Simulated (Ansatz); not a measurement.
**Straining ZnS**

Theory: DFT PBE, scalar-relativistic, plane waves, PAW in Ansatz. (420 eV cutoff, 8×8×6 k-mesh, Gaussian smearing of 0.02 eV, no spin polarisation)

Starting point, cell and atoms relaxed:

```yaml
crystal:
  lattice:
    - [2.72115, 2.72115, 0.00000]
    - [-2.72115, 2.72115, 0.00000]
    - [0.00000, 0.00000, 5.44231]
  atoms:
    - { symbol: Zn, position: [0.00000, 0.00000, 0.00000] }
    - { symbol: Zn, position: [0.50000, 0.50000, 0.50000] }
    - { symbol: S, position: [0.50000, 0.00000, 0.75000] }
    - { symbol: S, position: [0.00000, 0.50000, 0.25000] }
```

Deformation: biaxial strain in the a-b plane, with the length and tilt of c and the atoms relaxed, all within the symmetry that the strain leaves. Energies are extrapolated to zero smearing. Gaps are Kohn–Sham gaps over the whole zone.

```
strain (%)  ΔE (meV/atom) a (Å) b (Å) c (Å) gap (eV)
      -3.0           10.8  3.733  3.733  5.630      2.03
      -2.0            4.8  3.771  3.771  5.568      2.03
      -1.0            1.2  3.810  3.810  5.507      2.03
      +0.0            0.0  3.848  3.848  5.442      2.02
      +1.0            1.0  3.887  3.887  5.382      1.93
      +2.0            4.2  3.925  3.925  5.318      1.85
      +3.0            9.3  3.964  3.964  5.252      1.78
```

What stiffness (1/V) d²E/dε² at zero strain does a cubic fit over all points give?

A cubic fit gives (1/V) d²E/dε² = 178 GPa at zero strain (twice the biaxial modulus).

How does the free axis c answer a small strain?

Between the innermost points its strain is -1.15 times the applied one.

How fast does the gap move with strain on either side?

-7 meV per percent on the compressed side and -85 meV per percent on the stretched side.